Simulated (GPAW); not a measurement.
Runs of GPAW 26.7.0 on Al2O3 (Corundum). It takes space group R-3c (No. 167, trigonal). Conventional cell: a = 4.760 Å, b = 4.760 Å, c = 12.996 Å, α = 90.00°, β = 90.00°, γ = 120.00°. Around Al (site symmetry 3) lie 6 O at 1.85 to 1.97 Å. O (site symmetry 2) is surrounded by 4 Al at 1.85 to 1.97 Å. 

```csv
task,level,potentials or basis,cell,k mesh,cutoff (eV),smearing,maxiter,response ecut,response k mesh,response bands,kernels,gap on the mesh (eV),pressure (GPa),largest force (eV/Å)
electron localisation function,RPBE,"the program's PAW data sets (release 1.2.1) made for this functional, pw",as given,4 × 4 × 4,680,fermi-dirac 0.01 eV,150,-,-,-,-,6.32,(b),0.07
dielectric tensor,PBEsol,"PAW data sets generated in the run's folder for this functional, pw",as given,6 × 6 × 6,550,fermi-dirac 0.001 eV,150,80 eV,6 × 6 × 6,104,"["RPA", "ALDA", "LR0.1"]",6.10,-,-
single point,LDA,"the program's PAW data sets (release 1.2.1) made for this functional, pw",as given,6 × 6 × 6,600,fermi-dirac 0.05 eV,80,-,-,-,-,6.17,-9.5,(a)
Wannier functions,RPBE,"the program's PAW data sets (release 1.2.1) made for this functional, pw",as given,7 × 7 × 7,800,fermi-dirac 0.05 eV,150,-,-,-,-,6.32,15.0,0.07
gruneisen,LDA,"PAW data sets generated in the run's folder for this functional, pw",relaxed,4 × 4 × 4,680,fermi-dirac 0.05 eV,150,-,-,-,-,6.31,0.0,-
Wannier functions,PW91,"PAW data sets generated in the run's folder for this functional, pw",as given,7 × 7 × 7,800,fermi-dirac 0.05 eV,150,-,-,-,-,6.26,8.6,0.05
phonons,AM05,"PAW data sets generated in the run's folder for this functional, pw",relaxed,4 × 4 × 4,680,fermi-dirac 0.05 eV,150,-,-,-,-,(c),0.0,-
```

Alike in all rows: no spin polarisation.

Fill in the values left out.

(a) 0.12; (b) 13.2; (c) 5.99.

Caveats: the cutoff is short for stress and forces, so pressures can be off by a GPa or more (some runs); Wannier best start found once (some runs); an odd mesh through Γ misses points on the zone boundary, where band edges often lie (some runs); the LO-TO splitting is left out (some runs); the long-wavelength limit can be off by a per cent or two (some runs); the density grid can change from cell to cell, which puts small steps into energies and stress (some runs).

Not every run made on this cell is shown here.
